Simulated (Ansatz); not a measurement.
**Ti (P6_3/mmc): relaxation of cell and ions from a Python script**

The task is a relaxation of cell and ions, for Ti (P6_3/mmc).

Program: Ansatz 0.2.0, driven from Python. Level of theory: DFT PBE, plane waves, PAW. These are calculated values, not measurements.

### Step 1. The structure

Symmetry: P6_3/mmc, No. 194, hexagonal system. Conventional cell: a = 2.950 Å, b = 2.950 Å, c = 4.680 Å, α = 90.00°, β = 90.00°, γ = 120.00°. Ti (site symmetry -6m2) has 12 Ti at 2.89 to 2.95 Å as nearest neighbours.

No structure file is read: the coordinates are typed or built in the script.

### Step 2. The script

ti.py

```python
"""Cell relaxation of Ti."""

import ansatz as az
from ase import Atoms
from ase.data import atomic_numbers
from ase.neighborlist import neighbor_list
import numpy as np
import spglib

def edges_and_angles(cell):
    cell = np.asarray(cell)
    a, b, c = np.linalg.norm(cell, axis=1)
    cosines = cell[1] @ cell[2] / (b * c), cell[0] @ cell[2] / (a * c), cell[0] @ cell[1] / (a * b)
    return (a, b, c, *np.degrees(np.arccos(cosines)))

system = (
    az.Lattice.from_parameters(2.95, 2.95, 4.68, alpha=90, beta=90, gamma=120)
    .space_group(194)
    .atom("Ti", [1 / 3, 2 / 3, 0.25])
)

# edges free, angles fixed
calculation = (
    system.calculation()
    .functional("pbe")
    .basis(550)
    .kpoints(spacing=0.22)
    .occupations(az.OccupationsMethod.COLD, width=0.05)
    .scf(tolerance=1e-08)
    .relax(force_tolerance=0.02, fix_cell=["angles"])
    .density_of_states(energy_step=0.05, method="smearing", broadening_width=0.15, projected=True)
)
steps = []


def collect(event):
    if event["event"] == "relax_step":
        steps.append(event["data"])


result = calculation.session().plan().execute(on_event=collect)
data = result.report
print("step   energy (eV)     max comp. (eV/A)   P (GPa)  SCF")
for s in steps:
    print(f"{s['step']:4d} {s['lagrangian_ev']:15.5f} {s['allowed_force_max_ev_ang']:12.4f} {s['pressure_gpa']:10.3f} {s['n_scf']:5d}")

first, last = steps[0], steps[-1]
symbols = [site.symbol for site in result.lattice.sites]
print(f"energy gained {first['lagrangian_ev'] - last['lagrangian_ev']:.4f} eV in {len(steps) - 1} steps")
for label, vectors in (("before", first["cell_ang"]), ("after", result.lattice.cell_ang)):
    print(label, "a b c (A) {:.4f} {:.4f} {:.4f}  angles {:.2f} {:.2f} {:.2f}".format(*edges_and_angles(vectors)), f" V = {abs(np.linalg.det(vectors)):.3f} A^3")
print("final stress xx yy zz (GPa, compression positive):", np.round(np.diag(data["stress_gpa"]), 3) + 0.0)

print("atom   start x y z (A)              end x y z (A)")
for symbol, a, b in zip(symbols, first["positions_ang"], last["positions_ang"]):
    print(f"{symbol:3s}", " ".join(f"{v:8.4f}" for v in a), "  ", " ".join(f"{v:8.4f}" for v in b))

final = Atoms(symbols, positions=last["positions_ang"], cell=result.lattice.cell_ang, pbc=True)
i, j, d = neighbor_list("ijd", final, 4.5)
print("neighbours within 1.2 times the shortest distance of each atom (A)")
for atom in range(len(final)):
    near = [m for m in np.argsort(d) if i[m] == atom]
    shell = [m for m in near if d[m] < 1.2 * d[near[0]]]
    print(f"{symbols[atom]}{atom} ({len(shell)}):", ", ".join(f"{symbols[j[m]]} {d[m]:.3f}" for m in shell))

fractions = [site.position_frac for site in result.lattice.sites]
numbers = [atomic_numbers[s] for s in symbols]
for tolerance in (1e-3, 1e-2, 1e-1):
    print(f"space group at {tolerance} A:", spglib.get_spacegroup((result.lattice.cell_ang, fractions, numbers), symprec=tolerance))

n_atoms = len(data["lattice"]["sites"])
print("F =", round(data["free_energy_ev"], 4), "eV for", n_atoms, "atoms")
print("E(sigma -> 0) =", round(data["energy_sigma0_ev"], 4), "eV, TS =", round(data["entropy_ts_ev"], 5), "eV")
print("closed by", data["closed_by"], "after", data["n_iterations"], "iterations")

dos = result.density_of_states()
energy = np.asarray(dos.energies_ev) - dos.fermi_ev
projected = result.projected_density_of_states()
# electrons in each projected shell, from the curves below the Fermi level
step = energy[1] - energy[0]
for index, site in enumerate(projected.sites):
    for shell in site.shells:
        curve = sum(np.sum(part.g_bin_mean_per_ev, axis=0) for part in shell.curves)
        print(f"site {index} {site.species:2s} {shell.label:3s} filled {curve[energy <= 0].sum() * step:7.3f}  at E_F {np.interp(0, energy, curve):7.3f} /eV")

terms = data["components"]
print({name: round(terms[name], 3) for name in ("e_kinetic", "e_hartree", "e_xc", "e_local", "e_nonlocal", "e_ewald", "e_paw") if name in terms})
```

### Step 3. The input behind the calls

The engine receives this input:

```yaml
crystal:
  lattice:
    a: 2.95
    b: 2.95
    c: 4.68
    alpha: 90.0
    beta: 90.0
    gamma: 120.0
  space_group: 194
  atoms:
    - { symbol: Ti, position: [0.3333333333333333, 0.6666666666666666, 0.25] }
basis:
  ecutwfc: 550.0
kpoints:
  mp_grid:
    kspacing: 0.22
hamiltonian:
  xc: pbe
scf:
  convergence:
    dr2_threshold: 1.0e-08
  occupations:
    method: cold
    width: 0.05
relax:
  f_tol: 0.02
  cell:
    fix: [angles]
output:
  dos:
    de: 0.05
    method:
      smearing:
        sigma: 0.15
    projected: true
```

### Step 4. The run

Launch:

```
python ti.py
```

The log of the run:

```text
DeckWarning: crystal.symmetry: narrowed to the stabiliser of the fixed cell quantities (relax.cell.fix) — unitary ops 24 → 8. The narrowing is safe, since a smaller group never makes results wrong: the run goes on under it, on as many k-points as the starting group would need, or more. Excluded: 16 operations that would move a fixed cell quantity at a test strain (relax.cell.fix fixes alpha, beta, gamma). The cell can leave their symmetry as it relaxes.
DeckWarning: relax.cell: scf.convergence.dr2_threshold = 1e-8 eV is looser than the 2e-10 eV advised for a relaxation that steers and ends on the stress (1e-10 eV for each atom of the cell: 2). What an SCF threshold leaves in a stress goes as its square root, and in the free energy as the threshold itself, and one threshold admits the most on a small cell: of the crystals measured, under no [...]
step   energy (eV)     max comp. (eV/A)   P (GPa)  SCF
   1     -4999.33307       0.0000     -1.497     6
   2     -4999.33179       0.0000      2.002     5
   3     -4999.33540       0.0000     -0.032     5
   4     -4999.33540       0.0000      0.003     2
   5     -4999.33537       0.0000      0.002     2
energy gained 0.0023 eV in 4 steps
before a b c (A) 2.9500 2.9500 4.6800  angles 90.00 90.00 120.00  V = 35.271 A^3
after a b c (A) 2.9389 2.9389 4.6521  angles 90.00 90.00 120.00  V = 34.798 A^3
final stress xx yy zz (GPa, compression positive): [ 0.008  0.008 -0.01 ]
atom   start x y z (A)              end x y z (A)
Ti    0.0000   1.7032   1.1700     -0.0000   1.6968   1.1630
Ti    1.4750   0.8516   3.5100      1.4695   0.8484   3.4890
neighbours within 1.2 times the shortest distance of each atom (A)
Ti0 (12): Ti 2.879, Ti 2.879, Ti 2.879, Ti 2.879, Ti 2.879, Ti 2.879, Ti 2.939, Ti 2.939, Ti 2.939, Ti 2.939, Ti 2.939, Ti 2.939
Ti1 (12): Ti 2.879, Ti 2.879, Ti 2.879, Ti 2.879, Ti 2.879, Ti 2.879, Ti 2.939, Ti 2.939, Ti 2.939, Ti 2.939, Ti 2.939, Ti 2.939
space group at 0.001 A: P6_3/mmc (194)
space group at 0.01 A: P6_3/mmc (194)
space group at 0.1 A: P6_3/mmc (194)
F = -4999.3354 eV for 2 atoms
E(sigma -> 0) = -4999.3352 eV, TS = 0.00046 eV
closed by deck_thresholds after 2 iterations
site 0 Ti 3S  filled   1.926  at E_F   0.002 /eV
site 0 Ti 4S  filled   0.936  at E_F   0.031 /eV
site 0 Ti 3P  filled   5.989  at E_F   0.004 /eV
site 0 Ti 3D  filled   3.018  at E_F   1.016 /eV
site 1 Ti 3S  filled   1.926  at E_F   0.002 /eV
site 1 Ti 4S  filled   0.936  at E_F   0.031 /eV
site 1 Ti 3P  filled   5.989  at E_F   0.004 /eV
site 1 Ti 3D  filled   3.018  at E_F   1.016 /eV
{'e_kinetic': 544.611, 'e_hartree': 668.294, 'e_xc': -194.92, 'e_local': -1627.442, 'e_nonlocal': 16.054, 'e_ewald': -2310.816, 'e_paw': -2095.116}
```

(Warnings from the package without file and line, shortened.)

Run time: 30 s. Hardware: 1 thread of Arm Neoverse V1, shared host; peak memory 0.54 GiB.

### Step 5. The run's own record

The report of the run holds:

```csv
item,value
SCF cycles in all,20
k-points solved,172
plane waves,1013
bands,16
valence electrons,24
free energy (eV),-4999.33537
Fermi level (eV),13.363
"lowest empty less highest filled level on the mesh, by band count (eV)",-1.069
pressure (GPa; positive when compressed),0.00
```

### Step 6. The relaxation, step by step

The steps of the relaxation:

```
step  E - E(step 1) (eV/cell)  largest force component (eV/Å)  pressure (GPa)  volume (Å³)
   1                   0.0000                          0.0000           -1.50        35.27
   2                   0.0013                          0.0000            2.00        34.21
   3                  -0.0023                          0.0000           -0.03        34.81
   4                  -0.0023                          0.0000            0.00        34.80
   5                  -0.0023                          0.0000            0.00        34.80
```

Step 1 is the start. Step 5 repeats the geometry before it on a plane-wave basis chosen anew for that cell, so its energy need not be comparable with the rows above. Step 2 was tried and not accepted.

|  | before | after | change |
| --- | --- | --- | --- |
| a (Å) | 2.950 | 2.939 | -0.4 % |
| b (Å) | 2.950 | 2.939 | -0.4 % |
| c (Å) | 4.680 | 4.652 | -0.6 % |
| volume (Å³/atom) | 17.64 | 17.40 | -1.3 % |
| shortest distance (Å) | 2.894 | 2.879 | -0.5 % |
| space group (0.01 Å) | P6_3/mmc | P6_3/mmc | same |

### Step 7. The density of states that the run wrote

From dos.tsv among the run's results, states per cell in windows of 2 eV from the Fermi level (on a coarse mesh the curve is spiky, and it ends where the bands solved end):

```csv
from,to,states
-10,-8,0.00
-8,-6,0.01
-6,-4,0.46
-4,-2,2.24
-2,0,5.29
0,2,6.89
2,4,1.10
```

### Step 8. Summary of results

| quantity | value |
| --- | --- |
| free energy | -4999.3354 eV (-2499.6677 eV/atom) |
| moves of the relaxation | 2 |
| energy gained (ahead of the last change of basis) | 1.2 meV/atom |
| last largest force component | 0.0000 eV/Å |
| relaxed conventional cell | a = 2.939 Å, b = 2.939 Å, c = 4.652 Å, α = 90.00°, β = 90.00°, γ = 120.00° |
| space group at the end | P6_3/mmc |

In words: Over 2 moves the cell shrank by 1.3 % in volume, and the space group stayed P6_3/mmc. Forces vanish by symmetry, so the ions can't move, and the end may be a saddle. The energy terms are those on the plane-wave grid, with the one-centre PAW part apart; the terms shown are only some of the summands, so they needn't add up to F. Projections exist only for the shells that the potentials hold, some of them semicore, and samples at single energies can miss narrow peaks. Energies along a relaxation are free energies. Rows at an unchanged volume are solved on a plane-wave basis chosen afresh for that cell, so the energy jumps there and such rows are no steps of the walk. The computed bands are complete only to about 0.7 eV above the Fermi level; beyond that the density of states is undercounted.
